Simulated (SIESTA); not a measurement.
## WS2 under changes of volume

One of the cells (35.309 Å³/atom); the others are scaled copies at fixed shape and fractional positions:

```
W S
1.0
     3.20429    0.00000    0.00000
    -1.60215    2.77500    0.00000
     0.00000    0.00000   23.82551
W S
2 4
Direct
  0.66667 0.33333 0.36268
  0.33333 0.66667 0.63732
  0.66667 0.33333 0.70318
  0.33333 0.66667 0.42856
  0.66667 0.33333 0.57144
  0.33333 0.66667 0.29682
```

- Program: SIESTA 5.4.2
- Functional: PBEsol
- Potentials or basis: PseudoDojo 0.4 standard (PBEsol files)
- Basis: DZP (energy shift 0.003 Ry; two zetas on semicore shells)
- Grid cutoff: 800 Ry
- Energy shift: 0.003 Ry
- k mesh: 10 × 10 × 2
- Occupations: fermi-dirac, width 0.05 eV
- Spin: no spin polarisation

| volume (Å³/atom) | energy over the lowest point (meV/atom) | gap on the mesh (eV) | largest force (eV/Å) |
| --- | --- | --- | --- |
| 32.540 | 37.43 | 1.75 | 1.643 |
| 33.232 | 14.96 | 1.73 | 1.182 |
| 33.924 | 1.86 | 1.72 | 0.755 |
| 35.309 | 0.00 | 1.63 | 0.055 |
| 36.001 | 9.68 | 1.59 | 0.393 |
| 36.694 | ? | ? | ? |

Q: What does the run at 36.694 Å³/atom give?

A: Energy over the lowest point 25.43 meV/atom; gap on the mesh 1.56 eV; largest force 0.707 eV/Å.

Worked out: A Birch-Murnaghan fit of order 3 (a polynomial in V^(-2/3)) to the other rows has its minimum at 34.69 Å³/atom with B0 = V·E''(V) = 87 GPa and B' = 4.3 at fixed shape and positions, which overstates the stiffness. It gives 25.51 meV/atom at 36.694 Å³/atom, against the run's 25.43. A parabola through the other rows of the gap, of slope -3.28 eV per unit of ln V there, extrapolates to 1.53 eV, against the run's 1.56. The fit is too stiff a form for this range.

Energies are extrapolated to zero smearing.

Caveats: short orbitals over semicore shells can move pressures by several GPa; spin-orbit coupling is left out, which moves the levels of the heavy elements; the basis of atomic orbitals isn't converged, which shifts pressures, moduli and gaps.

A mesh can miss the band edges.
